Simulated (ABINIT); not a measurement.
# Pb (P6_3/mmc) in ABINIT: convergence with nband

Aim: find how far nband must go before the results for Pb settle, at PBE. This setting moves, with any that are tied to it; all else stays.

Program: ABINIT 10.8.3 (patched build). These are calculated values, not measurements. Logs are shortened: lines on timing, memory, paths and dates and some standing lists are left out, and cuts for length are marked. The log counts tension as positive stress, the text compression.

### Step 1. Starting point

The structure is hexagonal, space group P6_3/mmc (No. 194). Conventional cell: a = 3.480 Å, b = 3.480 Å, c = 5.590 Å, α = 90.00°, β = 90.00°, γ = 120.00°. Pb (site symmetry -6m2) has 12 Pb at 3.44 to 3.48 Å as nearest neighbours.

This isn't the form of Pb at room conditions, which is fcc.

### Step 2. With nband 5

run.abi reads:

```
pp_dirpath "./"
pseudos "Pb.GGA_PBE-JTH_sp.xml"

acell 3*1.0 Angstrom
rprim
     3.4800000000     0.0000000000     0.0000000000
    -1.7400000000     3.0137684052     0.0000000000
     0.0000000000     0.0000000000     5.5900000000
ntypat 1
znucl 82
natom 2
typat 1 1
xred
     0.6666666667     0.3333333333     0.7500000000
     0.3333333333     0.6666666667     0.2500000000

ecut 15.0
pawecutdg 30.0
pawxcdev 0

kptopt 1
ngkpt 9 9 5
nshiftk 1
shiftk 0.0 0.0 0.0

ixc 11

nband 5
occopt 4
tsmear 0.05 eV

nstep 100
tolvrs 1.0e-9

iomode 3
prtwf 0
prtden 0
prteig 0
prtebands 0
```

Potentials or basis: JTH PAW PBE v2.0 sp.

Launch:

```
abinit run.abi > log 2>&1
```

run.abo:

```text
.Version 10.8.3 of ABINIT
 Symmetries : space group P6_3/m m c (#194); Bravais hP (primitive hexag.)
================================================================================
 Values of the parameters that define the memory need of the present run
     intxc =       0    ionmov =       0      iscf =      17    lmnmax =      13
     lnmax =       5     mgfft =      40  mpssoang =       3    mqgrid =    3001
     natom =       2  nloc_mem =       2    nspden =       1   nspinor =       1
    nsppol =       1      nsym =      24    n1xccc =       1    ntypat =       1
    occopt =       4   xclevel =       2
       mpw =        1106          nfft =       23040          nkpt =          36
 PAW method is used; the additional fine FFT grid is defined by:
   mgfftf=        54    nfftf =     69984
================================================================================
================================================================================

--------------------------------------------------------------------------------
------------- Echo of variables that govern the present computation ------------
--------------------------------------------------------------------------------
 -outvars: echo values of preprocessed input variables --------
            acell      1.8897261259E+00  1.8897261259E+00  1.8897261259E+00 Bohr
              amu      2.07200000E+02
             ecut      1.50000000E+01 Hartree
              ixc          11
         kptrlatt        9    0    0      0    9    0      0    0    5
          kptrlen      5.28178452E+01
            natom           2
            nband           5
            ngfft          24      24      40
          ngfftdg          36      36      54
             nkpt          36
            nstep         100
             nsym          24
           ntypat           1
           occopt           4
        pawecutdg      3.00000000E+01 Hartree
         pawxcdev           0
           prtden           0
        prtebands           0
           prteig           0
            prtwf           0
[... 165 lines left out ...]
Ewald energy        : -7.93049724772854E+00
psp_core            :  1.65194351773465E+00
local_psp           : -3.60300449624747E-01
PAW spherical_terms :  4.90169132115343E+00
internal            : -7.38649174239165E+00
'-kT*entropy'       : -1.43738139511482E-05
total_energy        : -7.38650611620560E+00
total_energy_eV     : -2.00997070936372E+02
...

--- !EnergyTermsDC
iteration_state     : {dtset: 1, }
comment             : '"Double-counting" decomposition of free energy'
band_energy         : -1.38546147129571E+00
Ewald energy        : -7.93049724772854E+00
psp_core            :  1.65194351773465E+00
xc_dc               : -4.05000709675276E+00
PAW spherical_terms :  4.32752410724294E+00
internal            : -7.38649819079942E+00
'-kT*entropy'       : -1.43738139511482E-05
total_energy_dc     : -7.38651256461337E+00
total_energy_dc_eV  : -2.00997246406486E+02
...

--- !EnergyTermsWithPAWCore
iteration_state     : {dtset: 1, }
comment             : 'Components of total free energy, including PAW core contributions'
Total energy        : -4.17640730599305E+04
Total energy DC     : -4.17640730663789E+04
Total energy (eV)   : -1.13645832323914E+06
Total energy DC (eV): -1.13645832341461E+06
...

 Cartesian components of stress tensor (hartree/bohr^3)
  sigma(1 1)= -9.45585881E-05  sigma(3 2)=  0.00000000E+00
  sigma(2 2)= -9.45585882E-05  sigma(3 1)=  0.00000000E+00
  sigma(3 3)= -2.49493752E-04  sigma(2 1)=  0.00000000E+00

-Cartesian components of stress tensor (GPa)         [Pressure=  4.3015E+00 GPa]
- sigma(1 1)= -2.78200971E+00  sigma(3 2)=  0.00000000E+00
- sigma(2 2)= -2.78200971E+00  sigma(3 1)=  0.00000000E+00
- sigma(3 3)= -7.34035962E+00  sigma(2 1)=  0.00000000E+00

== END DATASET(S) ==============================================================
================================================================================

 -outvars: echo values of variables after computation  --------
            acell      1.8897261259E+00  1.8897261259E+00  1.8897261259E+00 Bohr
           etotal     -7.3865125646E+00
            fcart     -0.0000000000E+00 -4.7279229742E-29 -0.0000000000E+00
                      -0.0000000000E+00  4.7279229742E-29 -0.0000000000E+00
            rprim      3.4800000000E+00  0.0000000000E+00  0.0000000000E+00
                      -1.7400000000E+00  3.0137684052E+00  0.0000000000E+00
                       0.0000000000E+00  0.0000000000E+00  5.5900000000E+00
           strten     -9.4558588149E-05 -9.4558588231E-05 -2.4949375223E-04
                       0.0000000000E+00  0.0000000000E+00  0.0000000000E+00
           xangst      1.7400000000E+00  1.0045894684E+00  4.1925000000E+00
                       1.9253230604E-17  2.0091789368E+00  1.3975000000E+00
             xred      6.6666666667E-01  3.3333333333E-01  7.5000000000E-01
                       3.3333333333E-01  6.6666666667E-01  2.5000000000E-01
 Calculation completed.
```

Run time: 7.4 s. Hardware: 1 thread of Arm Neoverse V1, shared host; peak memory 0.11 GiB.

Results:

```yaml
Free_energy: -200.9972 eV
Pressure: 4.3 GPa
Band_gap_on_the_k_mesh: none (metal or under the smearing width)
Valence_electrons_inside_the_program's_atomic_spheres: Pb 2.71 (radii [1.5418] Å)
```

### Step 3. With nband 6

Changes to run.abi since step 2:

```diff
@@ -27,3 +27,3 @@
 
-nband 5
+nband 6
 occopt 4
```

Potentials or basis: JTH PAW PBE v2.0 sp.

Launch:

```
abinit run.abi > log 2>&1
```

Run time: 7.6 s. Hardware: 1 thread of Arm Neoverse V1, shared host; peak memory 0.11 GiB.

Results (log left out):

```
Free energy                                           : -201.0181 eV
Pressure                                              : 4.2 GPa
Band gap on the k mesh                                : none (metal or under the smearing width)
Valence electrons inside the program's atomic spheres : Pb 2.71 (radii [1.5418] Å)
```

### Step 4. With nband 7

Changes to run.abi since step 3:

```diff
@@ -27,3 +27,3 @@
 
-nband 6
+nband 7
 occopt 4
```

Launch:

```
abinit run.abi > log 2>&1
```

It took 8.3 s on 1 thread of Arm Neoverse V1, shared host; peak memory 0.11 GiB.

Results (log left out):

```
Free energy                                           : -201.0181 eV
Pressure                                              : 4.2 GPa
Band gap on the k mesh                                : none (metal or under the smearing width)
Valence electrons inside the program's atomic spheres : Pb 2.71 (radii [1.5418] Å)
```

### Step 5. With nband 8

Changes to run.abi since step 4:

```diff
@@ -27,3 +27,3 @@
 
-nband 7
+nband 8
 occopt 4
```

Launch:

```
abinit run.abi > log 2>&1
```

Wall time 9.1 s (1 thread of Arm Neoverse V1, shared host); peak memory 0.11 GiB.

The run converged. Its results:

| Property | Result |
| --- | --- |
| Free energy | -201.0181 eV |
| Pressure | 4.2 GPa |
| Band gap on the k mesh | none (metal or under the smearing width) |
| Valence electrons inside the program's atomic spheres | Pb 2.71 (radii [1.5418] Å) |

### Step 6. With nband 9

Changes to run.abi since step 5:

```diff
@@ -27,3 +27,3 @@
 
-nband 8
+nband 9
 occopt 4
```

Potentials or basis: JTH PAW PBE v2.0 sp.

Launch:

```
abinit run.abi > log 2>&1
```

It took 9.9 s on 1 thread of Arm Neoverse V1, shared host; peak memory 0.11 GiB.

The run converged. Its results:

```yaml
Free_energy: -201.0181 eV
Pressure: 4.2 GPa
Band_gap_on_the_k_mesh: none (metal or under the smearing width)
Valence_electrons_inside_the_program's_atomic_spheres: Pb 2.71 (radii [1.5418] Å)
```

### Step 7. With nband 12

Changes to run.abi since step 6:

```diff
@@ -27,3 +27,3 @@
 
-nband 9
+nband 12
 occopt 4
```

Launch:

```
abinit run.abi > log 2>&1
```

It took 13 s on 1 thread of Arm Neoverse V1, shared host; peak memory 0.11 GiB.

It converged, with:

```yaml
Free_energy: -201.0181 eV
Pressure: 4.2 GPa
Band_gap_on_the_k_mesh: none (metal or under the smearing width)
Valence_electrons_inside_the_program's_atomic_spheres: Pb 2.71 (radii [1.5418] Å)
```

### Step 8. With nband 18

Changes to run.abi since step 7:

```diff
@@ -27,3 +27,3 @@
 
-nband 12
+nband 18
 occopt 4
```

Launch:

```
abinit run.abi > log 2>&1
```

Wall time 18 s (1 thread of Arm Neoverse V1, shared host); peak memory 0.12 GiB.

The run converged. Its results:

| Item | Value |
| --- | --- |
| Free energy | -201.0181 eV |
| Pressure | 4.2 GPa |
| Band gap on the k mesh | none (metal or under the smearing width) |
| Valence electrons inside the program's atomic spheres | Pb 2.71 (radii [1.5418] Å) |

### Step 9. Summary

```csv
nband,energy less the tightest run (meV/atom),pressure (GPa),SCF cycles,CPU time (s),peak memory (GiB)
5,10.42,4.30,9,7.3,0.11
6,0.00,4.22,8,7.5,0.11
7,0.00,4.22,8,8.3,0.11
8,0.00,4.22,8,9.1,0.11
9,0.00,4.22,8,9.8,0.11
12,0.00,4.22,9,13,0.11
18,0.00,4.22,9,18,0.12
```

Against the tightest run, the energy stays within 1 meV/atom from 6 on; the pressure stays within 0.1 GPa from 5 on. The tightest run that finished is the yardstick and may itself not be fully converged.

Caveats: this set keeps more shells in the core, which shifts pressures and gaps.
